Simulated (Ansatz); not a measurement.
**CuO in Ansatz: the effect of target pressure**

The system is CuO.

```xyz
4
Lattice="1.9910 -2.1536 0.0000 1.9910 2.1536 0.0000 0.0000 0.0000 5.1559" Properties=species:S:1:pos:R:3 pbc="T T T"
Cu    0.9955   -1.0768    0.0000
Cu    0.9955    1.0768    2.5780
O     1.9910    0.0000    1.2890
O     1.9910    0.0000    3.8669
```

Measurements of this composition are mostly on another form, of space group No. 15.

Alike in all runs:

* Program: Ansatz 0.2.0
* Task: relaxation of cell and atoms
* Functional: PBE
* Potentials or basis: Ansatz PAW
* Cutoff: 420 eV (not typed: the program's choice for these potentials)
* k mesh: 9 × 9 × 5
* Occupations: fermi-dirac, width 0.05 eV
* Spin: no spin polarisation

Each run relaxes the cell or the atoms first.

| target pressure | relaxed volume (Å³/atom) |
| --- | --- |
| 0 GPa | 11.20 |
| 2 GPa | 11.04 |
| 5 GPa | 10.82 |
| 10 GPa | ? |
| 20 GPa | 9.49 |
| 30 GPa | 8.92 |

Task: What does the run with target pressure 10 GPa give?

Result: Relaxed volume 10.50 Å³/atom.

Worked out: A parabola through the other rows of the relaxed volume, of slope -0.0855 Å³/atom per GPa there, gives 10.31 Å³/atom, against the run's 10.50.

Caveats: the plane-wave basis is chosen anew once the cell has moved, so the energies of steps on either side of that aren't comparable; the run has no spin polarisation, though such a crystal can be magnetic; the volume moved by over 15 % at a fixed basis, so the end points are rough (some runs).
